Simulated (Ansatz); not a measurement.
FeS₂ (Pnnm) from a database structure, relaxed with r2SCAN in the PAW code Ansatz. It is orthorhombic, Pnnm (No. 58); a = 4.431 Å, b = 5.401 Å, c = 3.379 Å in the conventional setting, 13.48 Å³ an atom. Fe is surrounded by 6 S at 2.23–2.25 Å; S is surrounded by 1 S at 2.22 Å and 3 Fe at 2.23–2.25 Å.

The axes x, y and z are those of this cell:
```
Fe S
1.0
     4.43081    0.00000    0.00000
     0.00000    5.40056    0.00000
     0.00000    0.00000    3.37924
Fe S
2 4
Direct
  0.50000 0.50000 0.50000
  0.00000 0.00000 0.00000
  0.29905 0.87784 0.50000
  0.70095 0.12216 0.50000
  0.20095 0.37784 0.00000
  0.79905 0.62216 0.00000
```

Unstrained: PBE gives an indirect gap of 0.849 eV, from Γ–X (0.83 of the way from Γ) to T; the least direct gap is 1.198 eV at k = (0, 1/2, 0.350). With r2SCAN the valence top lies at Γ–X (0.83 of the way from Γ) and the conduction bottom at T, 1.337 eV higher; the smallest vertical gap, at k = (1/3, 1/6, 1/4), is 1.718 eV. HSE06 gives an indirect gap of 2.252 eV, from Γ–X (0.83 of the way from Γ) to Γ–Y (0.50 of the way from Γ); the least direct gap is 2.916 eV at Γ. Meshes: PBE 6×6×8, r2SCAN 6×6×8, HSE06 4×4×4. Strains are changes of length per length. After each strain the atoms were relaxed again with r2SCAN in this cell and within any symmetry left, so distortions that break it or need a larger cell weren't tested; points keep the names that they have in the unstrained zone. No spin polarisation and no zero-point or thermal motion.

Question: Estimate what uniaxial +4.98 % along x, other directions held does to the gap.

Answer: PBE: the gap goes from 0.849 to 0.559 eV (-0.290 eV); the edges go from Γ–X (0.83) → T to Γ–X (0.81) → T. r2SCAN: the gap goes from 1.337 to 1.029 eV (-0.308 eV); the edges go from Γ–X (0.83) → T to Γ–X (0.81) → T. The r2SCAN energy rises by 31.0 meV an atom.

Question: For epitaxial -1.35 % in the xy plane, how far does the free direction move, and what happens to the gap?

Answer: The normal strain at zero normal stress is +0.62 %, 0.46 of the in-plane strain with the sign turned. PBE: the gap goes from 0.849 to 0.961 eV (+0.112 eV). r2SCAN: the gap goes from 1.337 to 1.418 eV (+0.081 eV); the edges go from Γ–X (0.83) → T to Γ–X (0.83) → Γ–Y (0.33).

Question: Estimate what isotropic +4.01 % on every length does to the gap.

Answer: PBE: the gap goes from 0.849 to 0.611 eV (-0.238 eV); the edges go from Γ–X (0.83) → T to (0, 0.453, 0.245) → T.

Where an edge lies off the special points, it is a point of the mesh or the k point where a search put PBE's edge or least direct gap, reused for the other functionals, whose own edges may lie a little apart.

Coordinates of k points refer to the reciprocal vectors of the primitive cell of the runs.

The meshes of the hybrids are coarse, so their gaps aren't converged to the digits shown.
